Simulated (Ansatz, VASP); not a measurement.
One calculation of TePt, two programs

Contents of INCAR:

```
SYSTEM = TePt
PREC = Accurate
ENCUT = 520
EDIFF = 1E-6
ISMEAR = 0
SIGMA = 0.1
LREAL = .False.
LASPH = .True.
NELM = 100
ALGO = Fast
ISIF = 2
LWAVE = .False.
LCHARG = .True.
GGA = PS
LELF = .True.
LVHAR = .True.
NBANDS = 24
```

File KPOINTS:

```
Automatic mesh
0
Gamma
  12 12 12
  0 0 0
```

File POSCAR:

```
TePt
1.0
    2.0838149383      1.2030911156      6.9048242430
   -2.0838149383      1.2030911156      6.9048242430
    0.0000000000     -2.4061822312      6.9048242430
Te Pt
2 2
Direct
    0.6030326213      0.6030326213      0.6030326213
    0.3969673787      0.3969673787      0.3969673787
    0.8653576552      0.8653576552      0.8653576552
    0.1346423448      0.1346423448      0.1346423448
```

Input for Ansatz:

```yaml
crystal:
  lattice:
    - [2.0838149383, 1.2030911156, 6.904824243]
    - [-2.0838149383, 1.2030911156, 6.904824243]
    - [0.0, -2.4061822312, 6.904824243]
  atoms:
    - { symbol: Te, position: [0.6030326213, 0.6030326213, 0.6030326213] }
    - { symbol: Te, position: [0.3969673787, 0.3969673787, 0.3969673787] }
    - { symbol: Pt, position: [0.8653576552, 0.8653576552, 0.8653576552] }
    - { symbol: Pt, position: [0.1346423448, 0.1346423448, 0.1346423448] }
basis:
  ecutwfc: 420
kpoints:
  mp_grid: { grid: [12, 12, 12] }
hamiltonian:
  xc: pbesol
scf:
  occupations: { method: gaussian, width: 0.1 }
output:
  forces: true
  stress: true
  eigenvalues: true
  populations: true
```

Alike in both runs: task single point; functional PBEsol; k mesh 12 × 12 × 12; occupations gaussian, width 0.1 eV; no spin polarisation.

|  | VASP | Ansatz |
| --- | --- | --- |
| version | VASP 6.6.1 | Ansatz 0.2.0 |
| potentials or method | VASP PAW PBE potentials, release 64 (Te, Pt) | scalar-relativistic, plane waves, PAW |
| plane-wave cutoff (eV) | 520 | 420 |
| valence electrons in the cell | 32 | 68 |

|  | VASP | Ansatz | Ansatz less VASP |
| --- | --- | --- | --- |
| gap on the k mesh at the Fermi level (eV) | none | none | - |
| pressure (GPa) | -14.7 | -14.6 | +0.13 |
| largest component of the traceless stress (GPa) | 1.44 | 1.44 | -0.008 |
| rms of the force components (eV/Å) | 0.806 | 0.802 | -0.0048 |

Atom by atom the forces differ by 0.005 eV/Å (rms over components). A gap of «none» marks a metal or a gap that the smearing closes. The functional is the same, so the differences come from potentials, cutoffs and numerics. The two sets of potentials don't hold the same shells in valence.

Caveats: the PAW data sets were made with another functional, which shifts forces and pressure a little (VASP). Spin-orbit coupling is left out, which matters for the levels of Pt, Te.
